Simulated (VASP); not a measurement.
Here is a VASP 6.6.1 calculation.

File INCAR:

```
SYSTEM = TePt
  ALGO = Fast
  EDIFF = 1E-7
  ENCUT = 520
  ISIF = 2
  ISMEAR = 0
  LASPH = .TRUE.
  LCHARG = .FALSE.
  LREAL = .FALSE.
  LWAVE = .FALSE.
  NBANDS = 24
  NELM = 100
  PREC = Accurate
  SIGMA = 0.15
```

The input KPOINTS:

```
k-points
0
G
  15 15 15
  0 0 0
```

File POSCAR:

```
TePt
1.0
    1.9815661262      1.1440577364      6.6610305258
   -1.9815661262      1.1440577364      6.6610305258
    0.0000000000     -2.2881154728      6.6610305258
Te Pt
2 2
Direct
    0.5980000000      0.5980000000      0.5980000000
    0.4020000000      0.4020000000      0.4020000000
    0.8703333333      0.8703333333      0.8703333333
    0.1296666667      0.1296666667      0.1296666667
```

Potentials or basis: VASP PAW LDA potentials, release 64 (Te, Pt).

The run is started by

```bash
$ cat potpaw_LDA.64/Te/POTCAR potpaw_LDA.64/Pt/POTCAR > POTCAR
$ mpirun -np 1 vasp_std > vasp.out
```

Question: Estimate the pressure.

Answer: -2.7 GPa.

Question: Estimate the largest force.

Answer: 0.179 eV/Å.

Question: Estimate the band gap on the k mesh.

Answer: None (metal or under the smearing width).

Forces on the atoms (eV/Å):
```
Te   0.000  0.000 -0.088
Te   0.000  0.000  0.088
Pt   0.000  0.000 -0.179
Pt   0.000  0.000  0.179
```

The run has no spin-orbit coupling, so splittings on Pt, Te are missing.
